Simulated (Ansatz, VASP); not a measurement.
Sb in VASP and in Ansatz

Contents of INCAR:

```
PREC = Accurate ; ENCUT = 520
EDIFF = 1E-6 ; ISMEAR = 0
SIGMA = 0.1 ; LREAL = F
LASPH = T ; NELM = 100
ALGO = Normal ; ISIF = 2
LWAVE = F ; LCHARG = T
GGA = PS ; LELF = T
LVHAR = T ; NBANDS = 8
```

KPOINTS

```
Automatic mesh
0
Gamma
  14 14 14
```

Contents of POSCAR:

```
Sb
1.0
    3.0308149600      0.0000000000      0.0000000000
    0.0000000000      3.0308149600      0.0000000000
    0.0000000000      0.0000000000      3.0308149600
Sb
1
Direct
    0.0000000000      0.0000000000      0.0000000000
```

Input for Ansatz:

```yaml
crystal:
  lattice:
    - [3.03081496, 0.0, 0.0]
    - [0.0, 3.03081496, 0.0]
    - [0.0, 0.0, 3.03081496]
  atoms:
    - { symbol: Sb, position: [0.0, 0.0, 0.0] }
basis:
  ecutwfc: 420
kpoints:
  mp_grid: { grid: [14, 14, 14] }
hamiltonian:
  xc: pbesol
scf:
  occupations: { method: gaussian, width: 0.1 }
output:
  forces: true
  stress: true
  eigenvalues: true
  write_density: true
  write_potential: true
  elf: true
  volumetric_format: npy
```

Alike in both runs: task single point; functional PBEsol; k mesh 14 × 14 × 14; occupations gaussian, width 0.1 eV; no spin polarisation.

|  | VASP | Ansatz |
| --- | --- | --- |
| version | VASP 6.6.1 | Ansatz 0.2.0 |
| potentials or method | VASP PAW PBE potentials, release 64 (Sb) | scalar-relativistic, plane waves, PAW |
| plane-wave cutoff (eV) | 520 | 420 |
| valence electrons in the cell | 5 | 15 |

Ansatz gave:

* gap on the k mesh at the Fermi level (eV): none
* pressure (GPa): 2.0

Q: Estimate VASP's values.

A: gap on the k mesh at the Fermi level (eV): none; pressure (GPa): 2.1.

A gap of «none» marks a metal or a gap that the smearing closes. The two sets of potentials don't hold the same shells in valence.

Caveats: the PAW data sets were made with another functional, which shifts forces and pressure a little (VASP). The runs have no spin-orbit coupling, so splittings on Sb are missing.
